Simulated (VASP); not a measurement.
A convergence study with VASP on LiI (rock salt): one setting is varied, all else stays as given below, so the limit is that of these other settings.

```
LiI
1.0
    0.00000     3.01000     3.01000
    3.01000     0.00000     3.01000
    3.01000     3.01000     0.00000
Li I
1 1
Direct
  0.00000   0.00000   0.00000
  0.50000   0.50000   0.50000
```

Calculation: PBE GGA, VASP's PBE PAW potentials (set 64) (plane waves; VASP). The tightest run used: 700 eV cut-off, 17×17×17 Γ-centred mesh, Gaussian smearing of 0.050 eV, potentials Li_sv I.

```
setting     E (eV/atom)  pressure (GPa)  irreducible k-points
----------  -----------  --------------  --------------------
1×1×1 mesh       0.7524           31.77                     1
2×2×2 mesh      -2.5443            4.68                     3
3×3×3 mesh      -2.8660            0.79                     4
```

Task: These are the cheaper rows. Estimate the results at 17×17×17 mesh, and how far the last row shown lies from them.

Result: 
```json
[
 {"quantity": "E (eV/atom)", "tightest run": "-2.9143", "last row shown is off by": "0.0483"},
 {"quantity": "pressure (GPa)", "tightest run": "-0.04", "last row shown is off by": "0.83"}
]
```

Left out are rungs that failed or repeat a setting and relaxations that didn't move; long series are thinned to 24 rows.

The compound is LiI in the rock salt structure. The cell was not relaxed at this level.
